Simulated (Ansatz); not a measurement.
Wires are cut from relaxed bulk Cu (Fm-3m, 11.96 Å³/atom, gap on the mesh 0.00 eV); atoms and period are relaxed, and energies count from that bulk.

The calculation used DFT PBE, scalar-relativistic, plane waves, PAW in Ansatz.

Cutoff 420 eV; k points 1×1×15 on the computed 6-atom cell (Γ-centred); Gaussian smearing, width 0.05 eV; no spin polarisation.

Start ([001] wire, 6 host atoms a period):

```
Cu
1.0
    12.60000    0.00000    0.00000
     0.00000   12.90000    0.00000
     0.00000    0.00000    3.62975
Cu
6
Direct
  0.64404 0.64069 0.00000
  0.35596 0.50000 0.50000
  0.64404 0.50000 0.50000
  0.50000 0.35931 0.50000
  0.50000 0.64069 0.50000
  0.50000 0.50000 0.00000
```

Relax it.

The free energy falls by 298 meV/atom. It ends far from its start (an atom moved by over half a bond, or the period changed much).

| Item | Value |
| --- | --- |
| excess energy (eV per host atom) | 0.840 |
| line energy (eV/Å) | 2.082 |
| period (Å) | 2.419 |
| gap on the mesh (eV) | 0 |
| highest filled level or Fermi level under vacuum (eV) | 4.55 |

Relaxed structure:
```xyz
6
Lattice="12.6000 0.0000 0.0000 0.0000 12.9000 0.0000 0.0000 0.0000 2.4189" Properties=species:S:1:pos:R:3 pbc="T T T"
Cu    8.3632    8.5167    0.0000
Cu    4.0516    7.2095    1.2095
Cu    8.0816    6.3886    1.2095
Cu    7.0659    4.2039    1.2095
Cu    6.2351    8.2299    1.2095
Cu    5.8175    5.9661    0.0000
```

Each run keeps its start's symmetry and one magnetic start, so lower states can exist.

The run took 6.2 min on 4 threads of Arm Neoverse V2, with other jobs on the host, peak memory 1.2 GiB.